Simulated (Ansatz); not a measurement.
Response to strain in KZnF3

Base system: KZnF3 in the cubic perovskite structure (space group Pm-3m, No. 221; a = 4.052 Å). Axes: x, y, z lie along the cube axes.

Strains are applied to the cell and any free atomic positions relax; under biaxial strain the out-of-plane vector relaxes too.

The values are results of PBEsol, PAW, 420 eV (Ansatz, a quantum-chemistry and plane-wave program; no SOC), not measurements.

Notes on the quantities. energy relative to the base: free energy F.

```csv
"biaxial strain, plane normal [111], relaxed out of plane (%)",energy relative to the base (meV/atom)
0,0.0
0.5,?
1,1.1
1.5,2.4
2,4.2
2.5,6.4
```

Problem. Fit ΔE = Aε² + Bε³ (ε in %) to the rows shown and predict the withheld row.

Solution. Least squares on the printed values gives A = 1.14 and B = -0.047 meV/atom (largest residual 0.0 meV/atom); this predicts 0.3 meV/atom, and the run gives 0.3 meV/atom, in agreement.

Stability against distortions was not tested. Many cubic perovskites are stable only at high temperature; tilts and polar distortions were not tested.
